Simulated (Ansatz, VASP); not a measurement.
**One calculation of Y, two programs**

Contents of INCAR:

```
PREC = Accurate
ENCUT = 600
EDIFF = 1E-7
ISMEAR = 0
SIGMA = 0.1
LREAL = False
LASPH = True
NELM = 100
ALGO = Normal
ISIF = 3
LWAVE = False
LCHARG = False
GGA = PE
IBRION = 2
NSW = 90
EDIFFG = -0.04
```

The input KPOINTS:

```
Automatic mesh
0
Gamma
  6 6 6
```

Contents of POSCAR:

```
Y
1.0
   -2.0211307783      2.0211307783      2.0211307783
    2.0211307783     -2.0211307783      2.0211307783
    2.0211307783      2.0211307783     -2.0211307783
Y
1
Direct
    0.0000000000      0.0000000000      0.0000000000
```

Input for Ansatz:

```yaml
crystal:
  lattice:
    - [-2.0211307783, 2.0211307783, 2.0211307783]
    - [2.0211307783, -2.0211307783, 2.0211307783]
    - [2.0211307783, 2.0211307783, -2.0211307783]
  atoms:
    - { symbol: "Y", position: [0.0, 0.0, 0.0] }
basis:
  ecutwfc: 420
kpoints:
  mp_grid: { grid: [6, 6, 6] }
hamiltonian:
  xc: pbe
scf:
  occupations: { method: gaussian, width: 0.1 }
  lower_state_search: "off"
output:
  forces: true
  stress: true
  eigenvalues: true
relax:
  adjacent_minimum: "off"
  f_tol: 0.04
  max_steps: 70
  cell: { stress_tol: 0.4 }
```

Alike in both runs: task relaxation of cell and atoms; functional PBE; k mesh 6 × 6 × 6; occupations gaussian, width 0.1 eV; no spin polarisation.

|  | VASP | Ansatz |
| --- | --- | --- |
| version | VASP 6.6.1 | Ansatz 0.2.0 |
| potentials or method | VASP PAW PBE potentials, release 64 (Y_sv) | scalar-relativistic, plane waves, PAW |
| plane-wave cutoff (eV) | 600 | 420 |
| valence electrons in the cell | 11 | 11 |

```csv
,VASP,Ansatz,Ansatz less VASP
"gap on the k mesh at the Fermi level, each at its own relaxed structure (eV)",none,none,-
relaxed volume (Å³/atom),33.02,33.02,0.000
relaxed cell length with the largest relative difference (Å),3.501,3.501,0.0000
```

A gap of «none» marks a metal or a gap that the smearing closes.

Caveats: the k mesh is coarse (spacing up to 0.37 Å⁻¹), so the values aren't converged; the relaxation stopped at its first step, so nothing moved.
